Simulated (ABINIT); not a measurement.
# TiO (P-6m2) in ABINIT: convergence with nband

Aim: find how far nband must go before the results for TiO settle, at LDA. This setting moves, with any that are tied to it; all else stays.

Program: ABINIT 10.8.3 (patched build). These are calculated values, not measurements. Logs are shortened: lines on timing, memory, paths and dates and some standing lists are left out, and cuts for length are marked. The log counts tension as positive stress, the text compression.

## 1. Starting point

Symmetry: P-6m2, No. 187, hexagonal system. The conventional cell has a = 3.031 Å, b = 3.031 Å, c = 3.238 Å, α = 90.00°, β = 90.00°, γ = 120.00°. Around Ti (site symmetry -6m2) lie 6 O at 2.38 Å. O (site symmetry -6m2) is surrounded by 6 Ti at 2.38 Å.

## 2. With nband 10

File run.abi:

```
# Pseudopotentials
pp_dirpath "./"
pseudos "Ti.LDA_PW-JTH.xml, O.LDA_PW-JTH.xml"

# Structure
acell 3.031 3.031 3.2377 Angstrom
rprim
     1.0000000000     0.0000000000     0.0000000000
    -0.5000000000     0.8660254038     0.0000000000
     0.0000000000     0.0000000000     1.0000000000
ntypat 2
znucl 22 8
natom 2
typat 1 2
xcart
     1.5155000002     0.8749743329     0.0000000000
     0.0000000000     0.0000000000     1.6188500000 Angstrom

# Plane-wave basis
ecut 23.0
pawecutdg 45.0

# k points
kptopt 1
ngkpt 10 10 8
nshiftk 1
shiftk 0.0 0.0 0.0

# Exchange and correlation
ixc 7

# Bands and occupations
nband 10
occopt 3
tsmear 0.05 eV

# SCF cycle
nstep 100
tolvrs 1.0e-9

# Output
iomode 3
prtwf 0
prtden 0
prteig 0
prtebands 0
enunit 1
```

Potentials or basis: JTH PAW LDA v2.0.

Launch:

```console
> abinit run.abi > log 2>&1
```

run.abo:

```text
.Version 10.8.3 of ABINIT
 Symmetries : space group P-6 m 2 (#187); Bravais hP (primitive hexag.)
================================================================================
 Values of the parameters that define the memory need of the present run
     intxc =       0    ionmov =       0      iscf =      17    lmnmax =      18
     lnmax =       6     mgfft =      30  mpssoang =       3    mqgrid =    3001
     natom =       2  nloc_mem =       2    nspden =       1   nspinor =       1
    nsppol =       1      nsym =      12    n1xccc =       1    ntypat =       2
    occopt =       3   xclevel =       1
       mpw =         928          nfft =       21870          nkpt =          70
 PAW method is used; the additional fine FFT grid is defined by:
   mgfftf=        40    nfftf =     51840
================================================================================
================================================================================

--------------------------------------------------------------------------------
------------- Echo of variables that govern the present computation ------------
--------------------------------------------------------------------------------
 -outvars: echo values of preprocessed input variables --------
            acell      5.7277598876E+00  5.7277598876E+00  6.1183662779E+00 Bohr
              amu      4.78800000E+01  1.59994000E+01
             ecut      2.30000000E+01 Hartree
           enunit           1
                       outvar_i_n : Printing only first  50 k-points.
              ixc           7
                       outvar_i_n : Printing only first  50 k-points.
         kptrlatt       10    0    0      0   10    0      0    0    8
          kptrlen      4.89469302E+01
            natom           2
            nband          10
            ngfft          27      27      30
          ngfftdg          36      36      40
             nkpt          70
            nstep         100
             nsym          12
           ntypat           2
                       prtocc : prtvol=0, do not print more k-points.
[... 190 lines left out ...]
Ewald energy        : -5.54242365493789E+01
psp_core            :  3.04595789869984E+00
local_psp           : -4.71768242580441E+01
PAW spherical_terms :  8.36689582953679E-01
internal            : -7.49408594377977E+01
'-kT*entropy'       : -3.69016383512415E-05
total_energy        : -7.49408963394361E+01
total_energy_eV     : -2.03924567591242E+03
...

--- !EnergyTermsDC
iteration_state     : {dtset: 1, }
comment             : '"Double-counting" decomposition of free energy'
band_energy         : -9.64736485141621E+00
Ewald energy        : -5.54242365493789E+01
psp_core            :  3.04595789869984E+00
xc_dc               : -1.35424093662245E+01
PAW spherical_terms :  6.27191729249666E-01
internal            : -7.49408611390701E+01
'-kT*entropy'       : -3.69016383512415E-05
total_energy_dc     : -7.49408980407085E+01
total_energy_dc_eV  : -2.03924572220640E+03
...

--- !EnergyTermsWithPAWCore
iteration_state     : {dtset: 1, }
comment             : 'Components of total free energy, including PAW core contributions'
Total energy        : -9.26880987669253E+02
Total energy DC     : -9.26880989370526E+02
Total energy (eV)   : -2.52217165595244E+04
Total energy DC (eV): -2.52217166058184E+04
...

 Cartesian components of stress tensor (hartree/bohr^3)
  sigma(1 1)=  1.28904538E-03  sigma(3 2)=  0.00000000E+00
  sigma(2 2)=  1.28904538E-03  sigma(3 1)=  0.00000000E+00
  sigma(3 3)=  2.01240549E-03  sigma(2 1)=  0.00000000E+00

-Cartesian components of stress tensor (GPa)         [Pressure= -4.5019E+01 GPa]
- sigma(1 1)=  3.79250244E+01  sigma(3 2)=  0.00000000E+00
- sigma(2 2)=  3.79250244E+01  sigma(3 1)=  0.00000000E+00
- sigma(3 3)=  5.92070137E+01  sigma(2 1)=  0.00000000E+00

== END DATASET(S) ==============================================================
================================================================================

 -outvars: echo values of variables after computation  --------
            acell      5.7277598876E+00  5.7277598876E+00  6.1183662779E+00 Bohr
           etotal     -7.4940898041E+01
            fcart      0.0000000000E+00  0.0000000000E+00 -0.0000000000E+00
                       0.0000000000E+00  0.0000000000E+00 -0.0000000000E+00
            rprim      1.0000000000E+00  0.0000000000E+00  0.0000000000E+00
                      -5.0000000000E-01  8.6602540380E-01  0.0000000000E+00
                       0.0000000000E+00  0.0000000000E+00  1.0000000000E+00
           strten      1.2890453788E-03  1.2890453781E-03  2.0124054913E-03
                       0.0000000000E+00  0.0000000000E+00  0.0000000000E+00
           xangst      1.5155000002E+00  8.7497433290E-01  0.0000000000E+00
                       1.9999984757E-10 -7.2600183353E-11  1.6188500000E+00
             xred      6.6666666672E-01  3.3333333331E-01  0.0000000000E+00
                       5.2155761191E-11 -2.7658024019E-11  5.0000000000E-01
 Calculation completed.
```

Run time: 33 s. Hardware: 1 thread of Arm Neoverse V1, shared host; peak memory 0.1 GiB.

What came out:

| Item | Value |
| --- | --- |
| Free energy | -2039.2457 eV |
| Pressure | -45.0 GPa |
| Band gap on the k mesh | none (metal or under the smearing width) |
| Valence electrons inside the program's atomic spheres | Ti 9.99; O 4.43 |

## 3. With nband 11

run.abi: that of step 2 with these lines changed.

```diff
@@ -32,3 +32,3 @@
 # Bands and occupations
-nband 10
+nband 11
 occopt 3
```

Potentials or basis: JTH PAW LDA v2.0.

Launch:

```console
> abinit run.abi > log 2>&1
```

Run time: 28 s. Hardware: 1 thread of Arm Neoverse V1, shared host; peak memory 0.1 GiB.

The run converged. Its results:

- Free energy: -2039.2458 eV
- Pressure: -45.0 GPa
- Band gap on the k mesh: none (metal or under the smearing width)
- Valence electrons inside the program's atomic spheres: Ti 9.99; O 4.43

## 4. With nband 12

run.abi: that of step 3 with these lines changed.

```diff
@@ -32,3 +32,3 @@
 # Bands and occupations
-nband 11
+nband 12
 occopt 3
```

Launch:

```console
> abinit run.abi > log 2>&1
```

Wall time 30 s (1 thread of Arm Neoverse V1, shared host); peak memory 0.1 GiB.

The run converged. Its results:

```
Free energy                                           : -2039.2458 eV
Pressure                                              : -45.0 GPa
Band gap on the k mesh                                : none (metal or under the smearing width)
Valence electrons inside the program's atomic spheres : Ti 9.99; O 4.43
```

## 5. With nband 13

run.abi: that of step 4 with these lines changed.

```diff
@@ -32,3 +32,3 @@
 # Bands and occupations
-nband 12
+nband 13
 occopt 3
```

Launch:

```console
> abinit run.abi > log 2>&1
```

It took 34 s on 1 thread of Arm Neoverse V1, shared host; peak memory 0.1 GiB.

It converged, with:

- Free energy: -2039.2458 eV
- Pressure: -45.0 GPa
- Band gap on the k mesh: none (metal or under the smearing width)
- Valence electrons inside the program's atomic spheres: Ti 9.99; O 4.43

## 6. With nband 14

run.abi: that of step 5 with these lines changed.

```diff
@@ -32,3 +32,3 @@
 # Bands and occupations
-nband 13
+nband 14
 occopt 3
```

Potentials or basis: JTH PAW LDA v2.0.

Launch:

```console
> abinit run.abi > log 2>&1
```

Run time: 33 s. Hardware: 1 thread of Arm Neoverse V1, shared host; peak memory 0.1 GiB.

It converged, with:

* Free energy: -2039.2458 eV
* Pressure: -45.0 GPa
* Band gap on the k mesh: none (metal or under the smearing width)
* Valence electrons inside the program's atomic spheres: Ti 9.99; O 4.43

## 7. With nband 17

run.abi: that of step 6 with these lines changed.

```diff
@@ -32,3 +32,3 @@
 # Bands and occupations
-nband 14
+nband 17
 occopt 3
```

Launch:

```console
> abinit run.abi > log 2>&1
```

It took 40 s on 1 thread of Arm Neoverse V1, shared host; peak memory 0.11 GiB.

Results (log left out):

- Free energy: -2039.2458 eV
- Pressure: -45.0 GPa
- Band gap on the k mesh: none (metal or under the smearing width)
- Valence electrons inside the program's atomic spheres: Ti 9.99; O 4.43

## 8. With nband 23

run.abi: that of step 7 with these lines changed.

```diff
@@ -32,3 +32,3 @@
 # Bands and occupations
-nband 17
+nband 23
 occopt 3
```

Launch:

```console
> abinit run.abi > log 2>&1
```

Run time: 50 s. Hardware: 1 thread of Arm Neoverse V1, shared host; peak memory 0.11 GiB.

Results (log left out):

- Free energy: -2039.2458 eV
- Pressure: -45.0 GPa
- Band gap on the k mesh: none (metal or under the smearing width)
- Valence electrons inside the program's atomic spheres: Ti 9.99; O 4.43

## 9. Result

| nband | energy less the tightest run, at zero smearing (meV/atom) | SCF cycles | CPU time (s) | peak memory (GiB) |
| --- | --- | --- | --- | --- |
| 10 | 0.00 | 20 | 33 | 0.1 |
| 11 | 0.00 | 15 | 28 | 0.1 |
| 12 | 0.00 | 15 | 30 | 0.1 |
| 13 | 0.00 | 16 | 34 | 0.1 |
| 14 | 0.00 | 14 | 33 | 0.1 |
| 17 | 0.00 | 14 | 40 | 0.11 |
| 23 | 0.00 | 13 | 50 | 0.11 |

Against the tightest run, the energy stays within 1 meV/atom from 10 on. The tightest run that finished is the yardstick and may itself not be fully converged.

Caveats: a pressure of tens of GPa on the cell as given is suspect, and the run, the potentials or the cell itself is likely at fault; semilocal functionals often make such compounds metallic where correlation or magnetic order opens a gap, which also shifts bond lengths.
